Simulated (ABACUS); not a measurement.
Dy:

```
CELL_PARAMETERS angstrom
-2.00038 2.00038 2.00038
2.00038 -2.00038 2.00038
2.00038 2.00038 -2.00038
ATOMIC_POSITIONS crystal
Dy 0.00000 0.00000 0.00000
```

This isn't the form of Dy at room conditions, which is hcp.

| Property | Result |
| --- | --- |
| Program | ABACUS 3.10.1 |
| Task | single point |
| Functional | PBE |
| Potentials or basis | PseudoDojo NC SR 0.4.1 PBE standard, lanthanides 3+ (f in core) |
| Cutoff | 639 eV |
| Density cutoff | 2558 eV |
| Basis | plane waves |
| k mesh | 9 × 9 × 9 |
| Occupations | fermi-dirac, width 0.05 eV |
| Spin | collinear spin, ferromagnetic start |
| Starting moments | [1.0] μB |

On this cell: net moment 0.02 μB per cell; band gap on the k mesh none (metal or under the smearing width).

The same run follows on a disturbed copy (cell strained at random at fixed volume):

```
Dy
1.0
    -1.97036    2.05477    1.94506
     2.05927   -2.02731    2.00652
     1.94138    1.99834   -1.91761
Dy
1
Cartesian
  -0.0148 -0.0385 0.0102
```

Task: What changes?

Result: The energy (extrapolated to zero smearing) moves by +3.4 meV/atom; net moment 0.02 μB per cell; band gap on the k mesh none (metal or under the smearing width).

Caveats: the magnetic or orbital state may not be the lowest; all typed moments are zero, and the program then starts from 1 μB on every atom; spin-orbit coupling is left out, which moves the levels of the heavy elements; the 4f electrons are frozen in the core as for a trivalent ion, so they carry no moment and show no levels.
